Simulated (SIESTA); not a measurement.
Crystal: La2O3.

```
CELL_PARAMETERS angstrom
3.93078 0.00000 0.00000
-1.96539 3.40415 0.00000
0.00000 0.00000 6.11195
ATOMIC_POSITIONS crystal
La 0.33333 0.66667 0.24624
La 0.66667 0.33333 0.75376
O 0.00000 0.00000 0.00000
O 0.33333 0.66667 0.64589
O 0.66667 0.33333 0.35411
```

The cell is a database's computed one.

Base run:

* Program: SIESTA 5.4.2
* Functional: vdW-DF-cx
* Potentials or basis: PseudoDojo 0.4 standard (PBE files)
* Basis: DZP (energy shift 0.003 Ry; two zetas on semicore shells)
* Grid cutoff: 800 Ry
* Energy shift: 0.003 Ry
* k mesh: 8 × 8 × 5
* Occupations: fermi-dirac, width 0.05 eV
* Spin: no spin polarisation

Its results: band gap on the k mesh 3.75 eV, indirect (least direct gap 3.95 eV); pressure 4.8 GPa; largest force 0.382 eV/Å.

Task: The run is repeated on the same cell with these changes: functional from vdW-DF-cx to BLYP. What comes out?

Result: Band gap on the k mesh 3.91 eV, indirect (least direct gap 4.11 eV); pressure 14.1 GPa; largest force 0.506 eV/Å.

Caveats: the potentials were made for another functional, which shifts forces and pressure; spin-orbit coupling is left out, which moves the levels of the heavy elements; the mesh misses the band edges, which the band path finds closer together; the basis of atomic orbitals isn't converged, which shifts pressures, moduli and gaps.
